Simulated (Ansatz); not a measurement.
Runs of Ansatz 0.2.0 on AlN. Symmetry: P6_3mc, No. 186, hexagonal system. The conventional cell has a = 3.113 Å, b = 3.113 Å, c = 4.981 Å, α = 90.00°, β = 90.00°, γ = 120.00°. Al (site symmetry 3m) has 4 N at 1.89 Å as nearest neighbours. Around N (site symmetry 3m) lie 4 Al at 1.89 Å. 

```tsv
task	level	potentials or basis	cell	k mesh	cutoff (eV)	smearing	points for each segment of the path	gap on the mesh (eV)	pressure (GPa)	V0 of scaled cells (Å³/atom)	relaxed volume (Å³/atom)	B0 (GPa)	largest force (eV/Å)
relaxation of cell and atoms	r2SCAN	Ansatz PAW	relaxed	10 × 10 × 6	500	fermi-dirac 0.05 eV	-	4.88	0.0	-	(a)	-	-
relaxation of cell and atoms	rPW86-PBE	Ansatz PAW	relaxed	10 × 10 × 6	420	fermi-dirac 0.05 eV	-	4.08	0.0	-	10.80	-	-
band structure	PBE	Ansatz PAW	as given	10 × 10 × 6	420	fermi-dirac 0.05 eV	14	4.21	3.7	-	-	-	0.13
single point	PBE	Ansatz PAW	as given	10 × 10 × 6	600	fermi-dirac 0.05 eV	-	4.21	3.7	-	-	-	0.13
equation of state	PBEsol	Ansatz PAW	as given	10 × 10 × 6	420	fermi-dirac 0.05 eV	-	-	-	(c)	-	201	-
equation of state	PBE	PseudoDojo standard	as given	10 × 10 × 6	1143	fermi-dirac 0.05 eV	-	-	-	10.63	-	194	-
phonons	LDA	Ansatz PAW	as given	8 × 8 × 5	420	fixed	-	4.24	-	-	-	-	-
band structure	revPBE	Ansatz PAW	as given	10 × 10 × 6	420	fermi-dirac 0.05 eV	14	4.24	(b)	-	-	-	0.14
```

Alike in all rows: no spin polarisation.

Question: Fill in the values left out.

Answer: (a) 10.40; (b) 6.5; (c) 10.46.

Caveats: the PAW data sets come from PBE, with cores solved anew for the run's functional, which leaves a small shift of forces and pressure (some runs); the plane-wave basis is chosen anew once the cell has moved, so the energies of steps on either side of that aren't comparable (some runs); the cell was scaled at fixed shape and fractional positions, which overstates the stiffness of a crystal with free parameters, most of all of layers and chains (some runs); odd divisions of the mesh miss points on the zone boundary, where band edges often lie, so the gap on the mesh can be too wide (some runs).

A k mesh can miss the band edges.
